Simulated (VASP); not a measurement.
# InP (F-43m) in VASP: a series of runs, part 2 of 3

VASP 6.6.1.

**4. Phonons, LDA**

This run uses another cell than the first one, of 24.75 Å³/atom, 0.975 times its volume.

The input, POSCAR:

```
InP
1.0
    0.0000000000      2.9142540919      2.9142540919
    2.9142540919      0.0000000000      2.9142540919
    2.9142540919      2.9142540919      0.0000000000
  In              P
     1     1
Direct
     0.0000000000000000    0.0000000000000000    0.0000000000000000
     0.2500000000000000    0.2500000000000000    0.2500000000000000
```

The input, INCAR.step1:

```
SYSTEM = InP
PREC     = Accurate       ! precision mode
ENCUT    = 600            ! plane-wave cutoff, eV
EDIFF    = 1E-8           ! SCF threshold, eV
ISMEAR   = 0              ! smearing method
SIGMA    = 0.03           ! smearing width, eV
LREAL    = .FALSE.        ! projectors in reciprocal space
LASPH    = .TRUE.         ! aspherical terms in the spheres
NELM     = 80             ! most SCF steps
ALGO     = Fast           ! electronic algorithm
ISIF     = 3              ! what is computed and relaxed
LWAVE    = .FALSE.        ! write WAVECAR
LCHARG   = .FALSE.        ! write CHGCAR
GGA      = CA             ! functional
IBRION   = 2              ! ionic algorithm
NSW      = 40             ! ionic steps
EDIFFG   = -0.002         ! ionic threshold
```

The input, INCAR.step2:

```
SYSTEM = InP
PREC     = Accurate       ! precision mode
ENCUT    = 600            ! plane-wave cutoff, eV
EDIFF    = 1E-8           ! SCF threshold, eV
ISMEAR   = 0              ! smearing method
SIGMA    = 0.03           ! smearing width, eV
LREAL    = .FALSE.        ! projectors in reciprocal space
LASPH    = .TRUE.         ! aspherical terms in the spheres
NELM     = 80             ! most SCF steps
ALGO     = Fast           ! electronic algorithm
ISIF     = 2              ! what is computed and relaxed
LWAVE    = .FALSE.        ! write WAVECAR
LCHARG   = .FALSE.        ! write CHGCAR
GGA      = CA             ! functional
IBRION   = 6              ! ionic algorithm
NFREE    = 2            
POTIM    = 0.015          ! step
NSW      = 1              ! ionic steps
```

The input, KPOINTS:

```
regular mesh
0
G
  8 8 8
  0 0 0
```

Potentials or basis: VASP PAW LDA potentials, release 64 (In_d, P).

Launch:

```console
$ cat potpaw_LDA.64/In_d/POTCAR potpaw_LDA.64/P/POTCAR > POTCAR
$ cp INCAR.step1 INCAR
$ mpirun -np 1 vasp_std > vasp.out
$ cp CONTCAR POSCAR
$ cp INCAR.step2 INCAR
$ mpirun -np 1 vasp_std > vasp.out
```

OUTCAR:

```text
SYSTEM = InP
   PREC = Accurate
   ENCUT = 600
   EDIFF = 1E-8
   ISMEAR = 0
   LREAL = .FALSE.
   LASPH = .TRUE.
   NELM = 80
   ISIF = 2
   GGA = CA
   IBRION = 6
   NFREE = 2
   POTIM = 0.015
   NSW = 1

 ion  position               nearest neighbor table
   1  0.000  0.000  0.000-   2 2.52   2 2.52   2 2.52   2 2.52
   2  0.250  0.250  0.250-   1 2.52   1 2.52   1 2.52   1 2.52

  LATTYP: Found a face centered cubic cell.
 ALAT       =     5.8285081838

  Lattice vectors:

 A1 = (   0.0000000000,   2.9142540919,   2.9142540919)
 A2 = (   2.9142540919,   0.0000000000,   2.9142540919)
 A3 = (   2.9142540919,   2.9142540919,   0.0000000000)

Analysis of symmetry for initial positions (statically):
=====================================================================
 Subroutine PRICEL returns:
 Original cell was already a primitive cell.

 Routine SETGRP: Setting up the symmetry group for a
 face centered cubic supercell.

 Subroutine GETGRP returns: Found 24 space group operations
 (whereof 24 operations were pure point group operations)
 out of a pool of 48 trial point group operations.

The static configuration has the point symmetry T_d .

Analysis of symmetry for dynamics (positions and initial velocities):
=====================================================================
 Subroutine PRICEL returns:
 Original cell was already a primitive cell.

 Routine SETGRP: Setting up the symmetry group for a
 face centered cubic supercell.

 Subroutine GETGRP returns: Found 24 space group operations
 (whereof 24 operations were pure point group operations)
 out of a pool of 48 trial point group operations.

The dynamic configuration has the point symmetry T_d .

 Subroutine INISYM returns: Found 24 space group operations
 (whereof 24 operations are pure point group operations),
 and found     1 'primitive' translations

----------------------------------------------------------------------------------------

                                     Primitive cell

  volume of cell :      49.5008

  direct lattice vectors                    reciprocal lattice vectors
     0.000000000  2.914254092  2.914254092    -0.171570489  0.171570489  0.171570489
     2.914254092  0.000000000  2.914254092     0.171570489 -0.171570489  0.171570489
     2.914254092  2.914254092  0.000000000     0.171570489  0.171570489 -0.171570489

  length of vectors
     4.121377661  4.121377661  4.121377661     0.297168804  0.297168804  0.297168804

  position of ions in fractional coordinates (direct lattice)
     0.000000000  0.000000000  0.000000000
     0.250000000  0.250000000  0.250000000

  ion indices of the primitive-cell ions
   primitive index   ion index
                 1           1
                 2           2

[... 114 lines left out ...]
 number of electron      18.0000001 magnetization

 Free energy of the ion-electron system (eV)
  ---------------------------------------------------
  ext. energy  EPLUGINS =         0.00000000
  ---------------------------------------------------
  free energy    TOTEN  =        -9.67228408 eV

  energy without entropy =       -9.67228408  energy(sigma->0) =       -9.67228408

------------------------ aborting loop because EDIFF is reached ----------------------------------------

  FORCE on cell =-STRESS in cart. coord.  units (eV):
  Direction    XX          YY          ZZ          XY          YZ          ZX
  --------------------------------------------------------------------------------------
  -------------------------------------------------------------------------------------
  Total        0.0081507      0.0081507      0.0081507      0.0000000      0.0000000     -0.0000000
  in kB        0.2638104      0.2638104      0.2638104      0.0000000      0.0000000     -0.0000000
  external PRESSURE =       0.2638104 kB  Pullay stress =       0.0000000 kB
[... 131 lines left out ...]
--------------------------------------- Ionic step        5  -------------------------------------------

 number of electron      18.0000001 magnetization

 Free energy of the ion-electron system (eV)
  ---------------------------------------------------
  ext. energy  EPLUGINS =         0.00000000
  ---------------------------------------------------
  free energy    TOTEN  =        -9.67135863 eV

  energy without entropy =       -9.67135863  energy(sigma->0) =       -9.67135863

 E-fermi :   5.3983     XC(G=0):  -9.6827

 val. band max:        5.2233682800   @ k =   0.0000   0.0000   0.0000
 cond. band min:       5.7961395529   @ k =   0.0000   0.0000   0.0000
 fundamental gap:      0.5727712729
 Fermi energy:         5.3983273818

 k-point     1 :       0.0000    0.0000    0.0000
  band No.  band energies     occupation
      1      -9.0330      2.00000
      2      -9.0292      2.00000
      3      -9.0248      2.00000
      4      -8.8654      2.00000
      5      -8.8654      2.00000
      6      -6.4660      2.00000
      7       5.1663      2.00000
      8       5.1957      2.00000
      9       5.2234      2.00000
     10       5.7961      0.00000
     11       9.1401      0.00000
     12       9.1571      0.00000
     13       9.1758      0.00000
[... 354 lines left out ...]
  band No.  band energies     occupation
      1      -9.1704      2.00000
      2      -8.9767      2.00000
      3      -8.9535      2.00000
      4      -8.8725      2.00000
      5      -8.8517      2.00000
      6      -4.3157      2.00000
      7      -0.5513      2.00000
      8       2.3794      2.00000
      9       3.5013      2.00000
     10       8.2935      0.00000
     11       9.2472      0.00000
     12      10.9923      0.00000
     13      12.3369      0.00000

 [... further k-points ...]

------------------------ aborting loop because EDIFF is reached ----------------------------------------

  FORCE on cell =-STRESS in cart. coord.  units (eV):
  Direction    XX          YY          ZZ          XY          YZ          ZX
  --------------------------------------------------------------------------------------
  -------------------------------------------------------------------------------------
  Total       -0.0020685      0.0005861      0.0005861      0.0000000      0.1245465      0.0000000
  in kB       -0.0669519      0.0189702      0.0189702      0.0000000      4.0311590      0.0000000
  external PRESSURE =      -0.0096705 kB  Pullay stress =       0.0000000 kB
[... 17 lines left out ...]
  FREE ENERGIE OF THE ION-ELECTRON SYSTEM (eV)
  ---------------------------------------------------
  free  energy   TOTEN  =        -9.6713586258 eV

  energy  without entropy=       -9.6713586258  energy(sigma->0) =       -9.67135863

 INTERNAL STRAIN TENSORS FROM DISPLACED ATOMS
 ============================================

 INTERNAL STRAIN TENSOR FOR ION    1 for displacements in x,y,z  (eV/Angst):
          X           Y           Z          XY          YZ          ZX
  --------------------------------------------------------------------------------
  x     0.00000     0.00000     0.00000     0.00000     8.31271     0.00000
  y     0.00000     0.00000     0.00000     0.00000     0.00000     8.31271
  z     0.00000     0.00000     0.00000     8.31271     0.00000     0.00000

 INTERNAL STRAIN TENSOR FOR ION    2 for displacements in x,y,z  (eV/Angst):
          X           Y           Z          XY          YZ          ZX
  --------------------------------------------------------------------------------
  x    -0.00000    -0.00000    -0.00000     0.00000    -8.31596     0.00000
  y    -0.00000    -0.00000    -0.00000     0.00000     0.00000    -8.31596
  z    -0.00000    -0.00000    -0.00000    -8.31596     0.00000     0.00000

 Eigenvectors and eigenvalues of the dynamical matrix
 ----------------------------------------------------

   1 f  =    9.073036 THz    57.007570 2PiTHz  302.643921 cm-1    37.523047 meV
             X         Y         Z           dx          dy          dz
      0.000000  0.000000  0.000000     0.000000   -0.461073    0.000000
      1.457127  1.457127  1.457127     0.000000    0.887362    0.000000
[... 21 lines left out ...]
   6 f/i=    0.001529 THz     0.009608 2PiTHz    0.051007 cm-1     0.006324 meV
             X         Y         Z           dx          dy          dz
      0.000000  0.000000  0.000000    -0.885631   -0.046070   -0.030779
      1.457127  1.457127  1.457127    -0.460173   -0.023938   -0.015993

 ELASTIC MODULI CONTR FROM IONIC RELAXATION (kBar)
 Direction    XX          YY          ZZ          XY          YZ          ZX
 --------------------------------------------------------------------------------
 XX          -0.0000     -0.0000     -0.0000     -0.0000     -0.0000     -0.0000
 YY          -0.0000     -0.0000     -0.0000     -0.0000     -0.0000     -0.0000
 ZZ          -0.0000     -0.0000     -0.0000     -0.0000     -0.0000     -0.0000
 XY          -0.0000     -0.0000     -0.0000   -272.2522      0.0000      0.0000
 YZ          -0.0000     -0.0000     -0.0000      0.0000   -272.2522      0.0000
 ZX          -0.0000     -0.0000     -0.0000      0.0000      0.0000   -272.2522
 --------------------------------------------------------------------------------
```

Wall time 2.4 min (1 thread of Intel Xeon 6975P-C (Granite Rapids), shared host); peak memory 0.28 GiB.

Results:

```
Highest phonon frequency at Γ, LO-TO splitting left out : 303 cm⁻¹
```

Phonon frequencies in cm⁻¹ (negative: imaginary):
```
              q point        frequencies
(0.000, 0.000, 0.000)  0 0 0 303 303 303
```

(Part 2 of 3 ends here.)
